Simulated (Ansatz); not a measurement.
The system is CuO.

```
Cu O
1.0
     1.99097   -2.15355    0.00000
     1.99097    2.15355    0.00000
     0.00000    0.00000    5.15593
Cu O
2 2
Direct
  0.50000 0.00000 0.00000
  0.00000 0.50000 0.50000
  0.50000 0.50000 0.25000
  0.50000 0.50000 0.75000
```

Measurements of this composition are mostly on another form, of space group No. 15.

```yaml
Program: Ansatz 0.2.0
Task: relaxation of cell and atoms
Functional: BLYP
Potentials_or_basis: Ansatz PAW
Cutoff: "420 eV (not typed: the program's choice for these potentials)"
k_mesh: 9 × 9 × 5
Occupations: fermi-dirac, width 0.05 eV
Spin: no spin polarisation
```

At the start: volume 11.05 Å³/atom.

**Question.** Where does the relaxation end?

**Answer.** It ends after 11 steps and the volume is 11.65 Å³/atom (+5.4 %); space group P4_2/mmc (No. 131, to 0.05 Å).

The path:
| step | energy change (eV) | largest force (eV/Å) | volume (Å³) |
| --- | --- | --- | --- |
| 1 | 0.0000 | 0.0000 | 44.21 |
| 2 | -0.0327 | 0.0000 | 45.35 |
| 3 | -0.0404 | 0.0000 | 46.37 |
| 4 | -0.0404 | 0.0000 | 46.39 |
| 5 | -0.0405 | 0.0000 | 46.38 |
| 6 | -0.0561 | 0.0000 | 46.38 |
| 7 | -0.0566 | 0.0000 | 46.56 |
| 8 | -0.0565 | 0.0000 | 46.58 |
| 9 | -0.0578 | 0.0000 | 46.58 |
| 10 | -0.0578 | 0.0000 | 46.59 |
| 11 | -0.0578 | 0.0000 | 46.59 |

Final structure:
```
CELL_PARAMETERS angstrom
2.11423 -2.12017 0.00000
2.11423 2.12017 0.00000
0.00000 0.00000 5.19661
ATOMIC_POSITIONS crystal
Cu 0.50000 0.00000 0.00000
Cu 0.00000 0.50000 0.50000
O 0.50000 0.50000 0.25000
O 0.50000 0.50000 0.75000
```

Caveat: the plane-wave basis is chosen anew once the cell has moved, so the energies of steps on either side of that aren't comparable; the pressure holds a Pulay correction of +0.8 GPa for the finite cutoff; the run has no spin polarisation, though such a crystal can be magnetic; the PAW data sets come from PBE, with cores solved anew for the run's functional, which leaves a small shift of forces and pressure.
